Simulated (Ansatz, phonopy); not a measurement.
# Grüneisen parameters and expansion of NaH (Fm-3m), part 4 of 4

Which modes of NaH drive its thermal expansion?

Ansatz 0.2.0; DFT PBEsol, scalar-relativistic, plane waves, PAW.

So far. Step 13 (Phonons, V/V0 0.97): No mode is imaginary beyond numerical noise at the solved wavevectors. The highest zone-centre mode (no LO–TO term) moved by +5.8 % for a volume change of -3.0 %. Step 14 (Single point at a scaled cell, V/V0 1.05): The run ends at a pressure of -1.06 GPa.

## (15) Lattice dynamics at this volume, V/V0 1.05

Phonons at this volume give one point of F(V, T); meshes stay fixed along the series.

input.yaml

```yaml
crystal:
  lattice:
    - [0.0, 2.4349693244, 2.4349693244]
    - [2.4349693244, 0.0, 2.4349693244]
    - [2.4349693244, 2.4349693244, 0.0]
  atoms:
    - { symbol: Na, position: [0.0, 0.0, 0.0] }
    - { symbol: H, position: [0.5, 0.5, 0.5] }
kpoints:
  mp_grid: { grid: [8, 8, 8] }
hamiltonian:
  xc: pbesol
scf:
  occupations: { method: fixed }
output:
  eigenvalues: true
phonons:
  method: dfpt
  dielectric: true
  rigid_motions: translations
  qmesh: [4, 4, 4]
  temperatures: { t_max: 1000, t_step: 50 }
  qpath:
    path:
      - [[0.0, 0.0, 0.0], [0.5, 0.0, 0.5], [0.625, 0.25, 0.625]]
      - [[0.375, 0.375, 0.75], [0.0, 0.0, 0.0], [0.5, 0.5, 0.5], [0.5, 0.25, 0.75], [0.5, 0.0, 0.5]]
    npoints: 10
```

Started as:

```bash
> ansatz run input.yaml --threads 2 --pin off --max-ram 5120MiB --backend cpu --events-out ev --progress --plain --runs-dir out
```

Numbers of over 12 decimals in the logs are rounded to 6 here.

The program printed:

```text
[...]
Crystal: 2 atoms, lattice volume = 28.874 Å³
Basis set: ecut = 420 eV, 537 PW (Γ), exchange–correlation on 48×48×48 points (8 copies of the dense FFT grid, shifted against one another)
Bands: 9, of which v1, the nominal top of the filled ones, is band 5 counted from 1 (4 counted from 0)
Symmetry: 48 space group operations
k-points: 59 of 512 (irreducible under 8 space group operations, time reversal used)
[...]
optical modes at Γ + LO–TO along q̂ = [0.0000, 1.0000, 0.0000]:
      ω (cm⁻¹)  modes    IR ((D/Å)²/amu)
        471.51      2            45.2956
        859.11      1            22.6478
  optical modes at Γ + LO–TO along q̂ = [0.0000, 0.0000, 1.0000]:
      ω (cm⁻¹)  modes    IR ((D/Å)²/amu)
        471.51      2            45.2956
        859.11      1            22.6478
--- Phonons (arbitrary-q DFPT): 8 irreducible q on the 4×4×4 mesh ---
[...]
interpolated dispersion: 63 rows × 6 modes
[...]
[key lines of the parts left out:]
SCF converged after 6 iterations
Free energy (F): -1491.905857 eV
Fermi energy:    0.728472 eV
```

The job ended after 46 s (2 threads of Arm Neoverse V1, shared host; peak memory 0.55 GiB).

LO-TO term included. Phonon branches along the path, in cm⁻¹:

| point | branch 1 | branch 2 | branch 3 | branch 4 | branch 5 | branch 6 |
| --- | --- | --- | --- | --- | --- | --- |
| Γ | 0 | 0 | 0 | 472 | 472 | 859 |
| halfway | 104 | 104 | 150 | 568 | 568 | 832 |
| X | 134 | 134 | 191 | 639 | 639 | 804 |
| halfway | 133 | 145 | 188 | 630 | 662 | 792 |
| U | 130 | 167 | 179 | 605 | 714 | 760 |
| jump to K | 130 | 167 | 179 | 605 | 714 | 760 |
| halfway | 95 | 120 | 167 | 511 | 583 | 835 |
| Γ | 0 | 0 | 0 | 472 | 472 | 859 |
| halfway | 86 | 86 | 160 | 510 | 510 | 853 |
| L | 115 | 115 | 230 | 542 | 542 | 843 |
| halfway | 125 | 144 | 202 | 577 | 651 | 800 |
| W | 145 | 169 | 169 | 646 | 725 | 725 |
| halfway | 140 | 146 | 185 | 642 | 664 | 782 |
| X | 134 | 134 | 191 | 639 | 639 | 804 |

The phonon branches as a text plot (rows in cm⁻¹):

```
    841 |********               *********************
    805 |        *******     ***                     **       ***
    770 |               *** *                          **   **
    734 |                  *                             ***
    698 |               *** *                           *  **
    662 |              *     **                       **  *****
    626 |        *********     *                     *   *   ****
    591 |       *         **    *                   * ***
    555 |    ***            ***  *              ******
    519 |   *                  ** **        ****
    483 |***                     ***********
    447 |
    412 |
    376 |
    340 |
    304 |
    268 |
    233 |                                      ******
    197 |         ********* ****             **      ****   *****
    161 |      ***     ******** **          *         ********
    125 |    ** ***************** **       *   **********   *****
     89 |   ****               ******     *****
     54 | **                      ****   **
     18 |**                          ****
         Γ           X  U|K            Γ         L        W     X
```

No mode is imaginary beyond numerical noise at the solved wavevectors. The highest zone-centre mode (no LO–TO term) moved by -9.2 % for a volume change of +5.0 %.

## (16) Mode Grüneisen parameters

This step: DFT PBEsol, scalar-relativistic, plane waves, PAW (phonopy 4.10.0).

Numbers from this step:

```yaml
share_of_modes_with_a_negative_grueneisen_parameter: 0
```

Mean Grüneisen, by row:

| T (K) | heat-capacity-weighted mean | root mean square |
| --- | --- | --- |
| 50 | 1.192 | 1.233 |
| 100 | 1.193 | 1.223 |
| 200 | 1.208 | 1.236 |
| 300 | 1.207 | 1.236 |
| 500 | 1.197 | 1.228 |
| 800 | 1.19 | 1.221 |

Table of mean mode Grueneisen parameter by wavenumber:

| wavenumber (cm⁻¹) | mean mode Grueneisen parameter |
| --- | --- |
| 15 | 1.28 |
| 45 | 0.927 |
| 74 | 1.11 |
| 104 | 1.22 |
| 134 | 1.21 |
| 164 | 1.17 |
| 193 | 1.23 |
| 223 | 0.993 |
| 253 | 0.84 |
| 282 | - |
| 312 | - |
| 342 | - |
| 372 | - |
| 401 | - |
| 431 | - |
| 461 | - |
| 491 | - |
| 520 | 1.84 |
| 550 | 1.7 |
| 580 | 1.55 |
| 610 | 1.44 |
| 639 | 1.33 |
| 669 | 1.24 |
| 699 | 1.15 |
| 728 | 1.07 |
| 758 | 1 |
| 788 | 0.922 |
| 818 | 0.871 |
| 847 | 0.822 |
| 877 | 0.783 |

Volume series, by row:

| V/V0 | V (Å³/atom) | pressure (GPa) | E - E0 (meV/atom) | gap (eV) | zero-point energy (meV/atom) | lowest on the path (cm⁻¹) | highest at Gamma without the LO-TO term (cm⁻¹) |
| --- | --- | --- | --- | --- | --- | --- | --- |
| 0.97 | 13.34 | 0.778 | 0.978 | 3.654 | 82.54 | 0 | 549.6 |
| 0.985 | 13.54 | 0.378 | 0.245 | 3.63 | 81.12 | 0 | 534.4 |
| 1 | 13.75 | 0.005 | 0 | 3.607 | 79.73 | 0 | 519.4 |
| 1.015 | 13.96 | -0.342 | 0.215 | 3.584 | 78.38 | 0 | 504.8 |
| 1.03 | 14.16 | -0.666 | 0.868 | 3.561 | 77.05 | 0 | 490.3 |
| 1.05 | 14.44 | -1.064 | 2.365 | 3.532 | 75.32 | 0 | 471.5 |

The optical frequency at Gamma without the LO-TO term, mode 4 by V/V0:

| V/V0 | optical frequency at Gamma without the LO-TO term, mode 4 (cm⁻¹) |
| --- | --- |
| 0.9700 | 550 |
| 0.9850 | 534 |
| 1.0000 | 519 |
| 1.0150 | 505 |
| 1.0300 | 490 |
| 1.0500 | 472 |

Grüneisen at points, by row:

| point | branch | frequency (cm⁻¹) | mode Grüneisen parameter |
| --- | --- | --- | --- |
| Γ | 4 | 519.4 | 1.9 |
| Γ | 6 | 891.4 | 0.76 |
| X | 1 | 139.6 | 0.82 |
| X | 3 | 205 | 1.4 |
| X | 4 | 679.3 | 1.23 |
| X | 6 | 837.2 | 0.84 |
| U | 1 | 137.7 | 1.08 |
| U | 2 | 176.3 | 1.07 |
| U | 3 | 192 | 1.31 |
| U | 4 | 645.6 | 1.32 |
| U | 5 | 750 | 1.01 |
| U | 6 | 795 | 0.92 |
| K | 1 | 137.7 | 1.08 |
| K | 2 | 176.3 | 1.07 |
| K | 3 | 192 | 1.31 |
| K | 4 | 645.6 | 1.32 |
| K | 5 | 750 | 1.01 |
| K | 6 | 795 | 0.92 |
| L | 1 | 124.5 | 1.55 |
| L | 3 | 239.4 | 0.84 |
| L | 4 | 585.5 | 1.53 |
| L | 6 | 875.4 | 0.79 |
| W | 1 | 154.2 | 1.19 |
| W | 2 | 179.8 | 1.2 |
| W | 4 | 684.5 | 1.17 |
| W | 5 | 761.2 | 0.99 |

## (17) Quasi-harmonic fit by phonopy

Table of energy (each curve on its own zero) by volume; values in meV/atom:

| volume (Å³/atom) | static | F at 0 K | F at 300 K | F at 600 K |
| --- | --- | --- | --- | --- |
| 13.337 | 0.98 | 4.5 | 5.94 | 8.84 |
| 13.543 | 0.25 | 2.34 | 3.24 | 5.02 |
| 13.750 | 0 | 0.71 | 1.05 | 1.7 |
| 13.956 | 0.21 | -0.43 | -0.66 | -1.15 |
| 14.162 | 0.87 | -1.11 | -1.93 | -3.57 |
| 14.437 | 2.37 | -1.33 | -2.96 | -6.16 |

## (18) Results

```json
{"mean mode Grüneisen parameter at 300 K": "1.21"}
```

In words: The free-energy minimum reaches the edge of the computed volumes already at low temperature, so no expansion is given. The heat-capacity-weighted Grüneisen parameter goes from 1.19 at 50 K to 1.19 at 800 K. Weighting γ by the density of states and each mode's heat capacity at 300 K, modes below 300 cm⁻¹ give about 68 % of the sum of γC that drives the expansion, those up to 600 cm⁻¹ 10 % and the rest 22 %. Among the labelled points γ is largest for branch 4 at Γ (519 cm⁻¹, 1.9) and smallest for branch 6 at Γ (891 cm⁻¹, 0.76). The PAW files were made for PBE and are used here under another functional, for which the program regenerates the frozen cores.

[Logs are printed without paths, hosts, clocks, repeated set-up lines and the standing remarks that a program may print on its own settings, such as how far it seeks lower states.]

[Hosts, paths, dates, database ids (printed as entryN), source tags and the programs' standing remarks are cut or masked in the printed files.]

[A step with changed settings may run another functional than the one named; its input shows which.]

[Of the runs on displaced cells, only some may be shown.]
